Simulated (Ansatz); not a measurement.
**Al₃Cu films: biaxial stress and wafer bow**

Plane-wave DFT in Ansatz, r2SCAN, scalar-relativistic PAW potentials, cutoff 500 eV, no spin-orbit coupling; no spin polarisation. Al₃Cu in space group P4/mmm, a structure that wasn't matched to a measured phase, strained equally along a and b of the conventional cell, with c and the atoms relaxed within the symmetry (a film with c along the normal). Stress is the in-plane mean, tension positive.

| strain (%) | stress (GPa) | E − E(0) (meV/atom) |
| --- | --- | --- |
| -3.0 | ? | 22.8 |
| -2.0 | -5.67 | 9.8 |
| -1.0 | -2.68 | 2.2 |
| +0.0 | 0.03 | 0.0 |
| +1.0 | 2.40 | 2.5 |
| +2.0 | 4.26 | 8.7 |
| +3.0 | 5.89 | 18.2 |

Q: Fit the stress, get the biaxial modulus and predict the missing row.

A: A parabola through the given rows is σ = 0.03 + 2.496 ε -0.1821 ε² GPa (ε in %), so M = dσ/dε = 250 GPa at zero. It predicts -9.10 GPa at -3.0 %; the run gave -8.75 GPa. The miss is 0.35 GPa, more than the fit's scatter: the response is more anharmonic than a parabola allows. The negative square term means that the film is stiffer in compression than in tension. The energies check it: E/V = Mε² at small strain, and a cubic fit with V = 14.60 Å³/atom gives M = 249 GPa, in agreement.

Q: How much does a 100 nm film at +0.2 % strain bow a 300 mm Si(001) wafer 775 μm thick?

A: The fit, without its small constant, gives σ = 0.49 GPa. Stoney's formula, κ = 6σt_f/(M_s t_s²) with M_s = 180.5 GPa for Si(001) (literature), gives |κ| = 2.71×10⁻³ m⁻¹ and a bow κr²/2 = 30.5 μm at r = 150 mm, with the film side concave (tension pulls the edges up). This assumes a single-crystal or fully textured, unrelaxed film at 0 K.

The cell has no gap in any row, so the stresses hang on mesh and smearing.

Cost: about 30 core-minutes for the runs cited, on Intel Xeon Processor @ 2.50GHz (Skylake/Cascade Lake) (shared hosts).

The film softens steadily from compression to tension, as expected when shortened in-plane contacts meet steep overlap repulsion while stretched ones lose cohesion. Free relaxation along the normal relieves part of the load on both sides. The energies show the same asymmetry at the two larger strain magnitudes, but the ±1 % pair reverses it, so the modulus is better supported than the curvature near zero.

The missed prediction also has a direction: the computed compressive stress is smaller than the extrapolated one, so the stiffening levels off instead of growing linearly. This may reflect easier expansion along the normal or a shift in band filling, but Brillouin-zone sampling could contribute as well, and the stresses alone can't separate these.

For the wafer, the anharmonicity hardly matters: at such a small strain the bow follows the linear modulus and scales with film thickness. Smooth elastic behaviour along this one path doesn't show that the phase would resist shear or symmetry-breaking distortions, or separation into aluminium and Al₂Cu, the familiar equilibrium compound on the aluminium-rich side.
